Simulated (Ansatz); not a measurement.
Working through a check of PAW against all-electron LAPW of CdS, space group P6_3mc

With Ansatz's Python interface.

Input file `cds.cif`:
```cif
data_CdS
_cell_length_a 4.150000
_cell_length_b 4.150000
_cell_length_c 6.737000
_cell_angle_alpha 90.00000
_cell_angle_beta 90.00000
_cell_angle_gamma 120.00000
_symmetry_space_group_name_H-M 'P 1'
_symmetry_Int_Tables_number 1
loop_
_symmetry_equiv_pos_as_xyz
'x, y, z'
loop_
_atom_site_label
_atom_site_type_symbol
_atom_site_fract_x
_atom_site_fract_y
_atom_site_fract_z
Cd1 Cd    0.333333    0.666667    0.000000
Cd2 Cd    0.666667    0.333333    0.500000
S3 S    0.333333    0.666667    0.375000
S4 S    0.666667    0.333333    0.875000
```

Run as a notebook:

```python
import ansatz as az
from ase.io import read
import numpy as np
import pandas as pd


def count_gap(report):
    # lowest empty less highest filled band, counting bands; zero where they overlap
    return max(report.get('gap_by_band_count_ev') or 0.0, 0.0)
```

```python
atoms = read('cds.cif')
cds = az.Crystal.from_ase(atoms)
```

```python
cds.resolved().tree()['lattice']
```

    ((4.15, 0.0, 0.0), (-2.0749999999999993, 3.594005425705421, 0.0), (0.0, 0.0, 6.737))

```python
calc = cds.calculation()
calc = calc.functional('pbesol')
calc = calc.kpoints(6, 6, 4, center='gamma').occupations('fermi_dirac', width=0.01)
calc = calc.stress()
calc = calc.forces()
calc = calc.band_table()
variants = {
    'PAW': calc.pseudopotentials('paw'),
    'LAPW': calc.pseudopotentials('all_electron', lapw=True),
}
# totals differ by the cores that each treatment holds, so compare what does not depend on them
rows = []
for label, variant in variants.items():
    summary = variant.run(threads=1).report
    levels = np.array(summary['eigenvalues_ev'][0]) - summary['fermi_energy_ev']
    print(label, 'levels at the first k-point near E_F:', np.round(levels[np.abs(levels) < 5], 3))
    rows.append((label, summary['n_electrons'], np.trace(summary['stress_gpa']) / 3, float(np.abs(summary['forces_ev_ang']).max()), count_gap(summary)))
print(pd.DataFrame(rows, columns=['treatment', 'electrons in bands', 'P GPa', 'max force component eV/A', 'gap by band count eV']).round(4).to_string(index=False))
```

    DeckWarning: the atoms were moved onto the symmetric positions of the space group found under crystal.symmetry.tolerance 1.0e-5 (fractional; no operation is sought that the atoms, as they stand in a round, miss by more than twice it, and no atom is moved by [...]
    DeckWarning: basis.ecutwfc = 420 eV, auto-derived from the records' recommended cutoffs: set by Cd (normal level)
    PAW levels at the first k-point near E_F: [-4.933 -1.299 -1.299 -0.576 -0.531 -0.531  0.524  2.133]
    LAPW levels at the first k-point near E_F: [-4.933 -1.299 -1.299 -0.576 -0.531 -0.531  0.524  2.133]
    treatment  electrons in bands   P GPa  max force component eV/A  gap by band count eV
          PAW                52.0 -0.9750                    0.0645                1.0552
         LAPW                68.0 -0.9518                    0.0646                1.0559

PAW gives -0.975 GPa and LAPW -0.952 GPa, 0.023 GPa apart. They took 4.5 and 40.3 s of processor time.

Semilocal gaps usually lie well under measured ones. The computed bands are complete only to about 5.8 eV above the Fermi level. In a crystal with a gap the Fermi level's place inside it depends on smearing and mesh. The starting cell is as deposited in a crystallographic database; the results hold for this polymorph, which needn't be the stable one. Gaps and levels are Kohn-Sham values on a finite set of k-points, without spin-orbit coupling. Warnings are shown shortened and without file and line. Pressure is positive in compression; the treatments may keep other shells as core, so totals and counts of electrons can differ. Finished in 46 s on 1 thread of Arm Neoverse V2 (shared host), peak memory 0.66 GiB.
